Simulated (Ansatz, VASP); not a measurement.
# Two plane-wave programs on PtSe2

Contents of INCAR:

```
SYSTEM = PtSe2
ALGO = Normal
EDIFF = 1E-6
ENCUT = 520
GGA = CA
ISIF = 2
ISMEAR = 0
LASPH = .TRUE.
LCHARG = .FALSE.
LREAL = .FALSE.
LWAVE = .FALSE.
NBANDS = 18
NELM = 100
PREC = Accurate
SIGMA = 0.15
```

Contents of KPOINTS:

```
k-points
0
G
  15 15 10
  0 0 0
```

File POSCAR:

```
PtSe2
1.0
    4.0219206530      0.0000000000      0.0000000000
   -2.0109603265      3.4830854575      0.0000000000
    0.0000000000      0.0000000000      5.4669600000
Pt Se
1 2
Direct
    0.0000000000      0.0000000000      0.0000000000
    0.3333333333      0.6666666667      0.2500000000
    0.6666666667      0.3333333333      0.7500000000
```

Input for Ansatz:

```yaml
crystal:
  lattice:
    - [4.021920653, 0.0, 0.0]
    - [-2.0109603265, 3.4830854575, 0.0]
    - [0.0, 0.0, 5.46696]
  atoms:
    - { symbol: Pt, position: [0.0, 0.0, 0.0] }
    - { symbol: Se, position: [0.3333333333, 0.6666666667, 0.25] }
    - { symbol: Se, position: [0.6666666667, 0.3333333333, 0.75] }
basis:
  ecutwfc: 420
kpoints:
  mp_grid: { grid: [15, 15, 10] }
hamiltonian:
  xc: lda
scf:
  occupations: { method: gaussian, width: 0.15 }
output:
  forces: true
  stress: true
  eigenvalues: true
```

Change from the starting cell: strain +0.080 along x and y, +0.080 along z, atoms carried along.

Alike in both runs: task single point; functional LDA; k mesh 15 × 15 × 10; occupations gaussian, width 0.15 eV; no spin polarisation.

|  | VASP | Ansatz |
| --- | --- | --- |
| version | VASP 6.6.1 | Ansatz 0.2.0 |
| potentials or method | VASP PAW LDA potentials, release 64 (Pt, Se) | scalar-relativistic, plane waves, PAW |
| plane-wave cutoff (eV) | 520 | 420 |
| valence electrons in the cell | 22 | 50 |

Ansatz gave:

| Item | Value |
| --- | --- |
| gap on the k mesh at the Fermi level (eV) | none |
| pressure (GPa) | -17.8 |
| largest component of the traceless stress (GPa) | 3.49 |
| rms of the force components (eV/Å) | 0.826 |

Question: Which values does VASP return?

Answer: gap on the k mesh at the Fermi level (eV): none; pressure (GPa): -17.7; largest component of the traceless stress (GPa): 3.42; rms of the force components (eV/Å): 0.815.

Atom by atom the forces differ by 0.011 eV/Å (rms over components). A gap of «none» marks a metal or a gap that the smearing closes. The two sets of potentials don't hold the same shells in valence.

Caveats: so large a pressure means that the cell lies far from this level's equilibrium, or that cutoff or potentials fall short (VASP); forces of over 1 eV/Å show positions far from the minimum, so gaps and moduli don't describe the material at rest. Spin-orbit coupling is left out, which matters for the levels of Pt.
